**Q:** How firmly is an atom held in a crystal with the diamond structure?

**A:** In these PBEsol calculations, by about 10 eV in carbon and about 4 eV in tin. That is too much, mainly because the free atoms it is counted from were computed without spin polarisation. PBEsol itself also tends to bind solids somewhat too strongly. Each atom has four neighbours and shares each bond with one of them, so there are two bonds per atom, worth roughly 5 eV each in carbon and 2 eV in tin. In the table, the binding is the size of the negative "energy less free atoms".

Elements in the diamond structure (space group Fd-3m, every atom on site M), computed with Ansatz 0.2.0 using all-electron LAPW and PBEsol, scalar-relativistic and without spin polarisation. The cells were not relaxed at this level, and Fermi-Dirac smearing was 0.05 to 0.08 eV. Free atoms are spherical and spin-unpolarised; pressure is positive in compression.

| element | Z | group | period | cell | volume (Å³/atom) | shortest distance from M (Å) | energy less free atoms (eV/atom) | pressure (GPa) |
| --- | --- | --- | --- | --- | --- | --- | --- | --- |
| Al | 13 | 13 | 3 | relaxed with PAW | 27.64 | 2.62 | -3.26 | -1.0 |
| C | 6 | 14 | 2 | measured cell (COD) | 5.672 | 1.54 | -9.63 | -4.8 |
| Si | 14 | 14 | 3 | measured cell (COD) | 20.02 | 2.35 | -5.75 | 0.1 |
| Ge | 32 | 14 | 4 | Materials Project cell | 22.84 | 2.46 | -4.92 | 0.0 |
| Sn | 50 | 14 | 5 | measured cell (COD) | 34.19 | 2.81 | -4.20 | 1.0 |

**Q:** From carbon to tin the binding falls as the bond gets longer. Why does length matter so much?

**A:** A bond gains energy because the orbitals of two neighbours overlap and couple, which pushes a filled bonding level down and an empty antibonding level up. Larger atoms sit further apart, and the coupling drops. The computed bands show this directly. At the centre of the Brillouin zone symmetry keeps s and p orbitals apart, and half the distance between the two s levels measures the s coupling. It is 2.3 times as large in carbon as in silicon, close to the ratio of 1/d², where d is the shortest distance between atoms.

**Q:** But carbon isn't bound 2.3 times as strongly as silicon.

**A:** No, only 1.7 times. The binding is what remains of the gain after the costs are paid. A large cost is the Pauli repulsion between electrons squeezed together in the bond. If the gain follows the coupling, the costs must take a larger share of it in carbon than in silicon. It isn't enough that repulsion grows faster than coupling as a bond shortens, because each crystal settles at the length where the two forces balance. The calculation doesn't separate gain from costs, so it leaves the reason for the larger share open.

**Q:** Can I still use a simple rule?

**A:** Yes, if you take the power of d from the numbers. I fitted a straight line by least squares to the logarithms of binding per valence electron and of d, for the four group 14 elements:

binding per valence electron ≈ 4.40 eV / d^1.375, with d in Å.

It reproduces those four to within 6% of their binding. The power summarises gain and costs together and has no meaning of its own.

**Q:** Then germanium puzzles me. Its bond is hardly longer than silicon's, yet it is clearly less well bound.

**A:** The rule expects a loss of 0.33 eV per atom from silicon to germanium, and the calculation gives 0.83 eV. Something besides length changes there, and the likely cause is the filled 3d shell beneath germanium's valence electrons. That shell screens the nucleus poorly. The 4s electrons come close to the nucleus, feel the extra charge and sink further than the 4p electrons do.

**Q:** Why should a deeper s level weaken the bonds?

**A:** The free atom has two s and two p electrons, but four equal bonds need s and p orbitals mixed, so some electron weight must be raised from s to p. The centres of the s and p levels in the bands lie 5.6 eV apart in silicon and 7.7 eV in germanium, so raising it costs more in germanium. Carbon's levels are also further apart than silicon's, but its much stronger coupling outweighs that. Only part of an electron is moved, and I can't turn these differences into a binding energy. Nor is this the only change: from silicon to germanium the s coupling drops about twice as much as 1/d² would have it, which may add to the loss. The calculation also wrongly makes germanium gapless, with the upper s level just below the bonding p levels when it should lie above them, so trust the direction of these changes more than their size.

**Q:** Does tin fit that picture?

**A:** Its binding does, though I haven't compared its s and p levels. Tin also has a filled d shell beneath its valence electrons, so no new kind of shell enters between germanium and tin. Against bond length, the binding falls about as gently there as between carbon and silicon.

**Q:** And aluminium? Its bond is shorter than tin's, but its binding is the weakest of all.

**A:** This is aluminium forced into the diamond structure, which it doesn't adopt in nature. The bonding bands have room for four electrons per atom, and aluminium brings three. The bands show the gap in the filling: at the zone centre the bonding p levels lie 2.1 eV above the Fermi level, whereas in silicon they are full.

**Q:** Can the rule handle that?

**A:** Aluminium was kept out of the fit, so we can try it. Give each electron the same share of the binding, which is crude:

- d^1.375 = 2.62^1.375 ≈ 3.76
- per electron: 4.40 eV / 3.76 ≈ 1.17 eV
- three electrons: 3 × 1.17 eV ≈ 3.5 eV

The calculation gives 3.26 eV, so the estimate is about 8% too high. With four electrons it would have been 4.7 eV.

**Q:** Is that agreement as good as it looks?

**A:** It may be partly luck. The electrons aluminium lacks are those at the top of the bonding bands, and they needn't be worth an equal share. The free atoms, too, were computed without spin polarisation. Real atoms lie lower, by roughly 0.6 eV for tin and 0.2 eV for aluminium, as I recall, so the table exaggerates the binding, and more so in group 14. The rule, fitted to the same energies, is too high as well. With such rough corrections the order of the elements stays the same, but aluminium's distance from tin shrinks from 0.94 to about 0.5 eV. Spin–orbit coupling, also left out, would lower the free tin atom more than the crystal and narrow the difference further. The electron count can account for most of what aluminium lacks against a group 14 element with the same bond length, but not to a tenth of an eV.
